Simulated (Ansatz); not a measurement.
Ag (hcp)

The computed numbers are results of r²SCAN, scalar-relativistic (no spin polarisation) in the plane-wave PAW code Ansatz at 500 eV, 16×16×10 k-mesh, Gaussian smearing of 0.05 eV; PAW files: Ansatz's generated set soft_2.

```yaml
crystal:
  lattice:
    - [2.90731, 0.00000, 0.00000]
    - [-1.45365, 2.51780, 0.00000]
    - [0.00000, 0.00000, 4.73769]
  atoms:
    - { symbol: Ag, position: [0.33333, 0.66667, 0.75000] }
    - { symbol: Ag, position: [0.66667, 0.33333, 0.25000] }
```

At room temperature and ambient pressure Ag is fcc.

Cell and atoms are those of this level's equilibrium.

Path: Γ–M–K–Γ–A–L–H–A | L–M | H–K, with Γ = (0.000, 0.000, 0.000), M = (0.500, 0.000, 0.000), K = (0.333, 0.333, 0.000), A = (0.000, 0.000, 0.500), L = (0.500, 0.000, 0.500), H = (0.333, 0.333, 0.500) in reciprocal vectors of the calculation's cell.

Levels between -4 and 4 eV from the Fermi level at the path's named points:
```tsv
point	below E_F (eV)	above E_F (eV)
Γ	-3.38 -3.38 -0.20	3.68
M	-3.25 -3.19 -3.11	0.17 1.59
K	-3.50 -3.50 -3.40	3.25 3.25 3.29
A	-3.69 -3.69 -3.69 -3.69	
L	-3.41 -3.41 -3.17 -3.17	0.93 0.93
H	-3.33 -3.33
```

(1) By these bands, is it a metal or an insulator, and if it has a gap, where are the band edges on this path?

Answer:

(1) A metal: bands cross the Fermi level.
